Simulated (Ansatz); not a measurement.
# GaSe3: the cost of one run

Program: Ansatz 0.2.0. Level of theory: DFT PBE, scalar-relativistic, plane waves, PAW. These are calculated values, not measurements.

### 1 Starting point

The structure is cubic, space group Pm-3n (No. 223). The conventional cell has a = 5.837 Å, b = 5.837 Å, c = 5.837 Å, α = 90.00°, β = 90.00°, γ = 90.00°. Around Ga (site symmetry m-3) lie 12 Se at 3.26 Å. Around Se (site symmetry -4m2) lie 2 Se at 2.92 Å and 4 Ga at 3.26 Å.

As a file:

```
CELL_PARAMETERS angstrom
5.83710 0.00000 0.00000
0.00000 5.83710 0.00000
0.00000 0.00000 5.83710
ATOMIC_POSITIONS crystal
Ga 0.00000 0.00000 0.00000
Ga 0.50000 0.50000 0.50000
Se 0.00000 0.50000 0.25000
Se 0.00000 0.50000 0.75000
Se 0.25000 0.00000 0.50000
Se 0.75000 0.00000 0.50000
Se 0.50000 0.75000 0.00000
Se 0.50000 0.25000 0.00000
```

This is candidate A: A15 type (Pm-3n, No. 223).

(A quick probe on a coarse mesh, which set the mesh and smearing, is not shown.)

### 3 Coarse relaxation (candidate A)

input.yaml

```yaml
crystal:
  lattice:
    - [5.8371032042, 0.0, 0.0]
    - [0.0, 5.8371032042, 0.0]
    - [0.0, 0.0, 5.8371032042]
  atoms:
    - { symbol: Ga, position: [0.0, 0.0, 0.0] }
    - { symbol: Ga, position: [0.5, 0.5, 0.5] }
    - { symbol: Se, position: [0.0, 0.5, 0.25] }
    - { symbol: Se, position: [0.0, 0.5, 0.75] }
    - { symbol: Se, position: [0.25, 0.0, 0.5] }
    - { symbol: Se, position: [0.75, 0.0, 0.5] }
    - { symbol: Se, position: [0.5, 0.75, 0.0] }
    - { symbol: Se, position: [0.5, 0.25, 0.0] }
basis:
  ecutwfc: 420
kpoints:
  mp_grid: { grid: [4, 4, 4] }
hamiltonian:
  xc: pbe
scf:
  occupations: { method: gaussian, width: 0.1 }
  lower_state_search: "off"
output:
  forces: true
  stress: true
  eigenvalues: true
relax:
  adjacent_minimum: "off"
  f_tol: 0.04
  max_steps: 70
  cell: { stress_tol: 0.4 }
```

Run with:

```
$ ansatz run input.yaml --threads 1 --pin off --max-ram 2560MiB --backend cpu --events-out ev --progress --plain --runs-dir out
```

Q: Estimate wall time and peak memory on 1 thread of Arm Neoverse N1, shared host.

About 89 s, with a peak of 0.48 GiB.
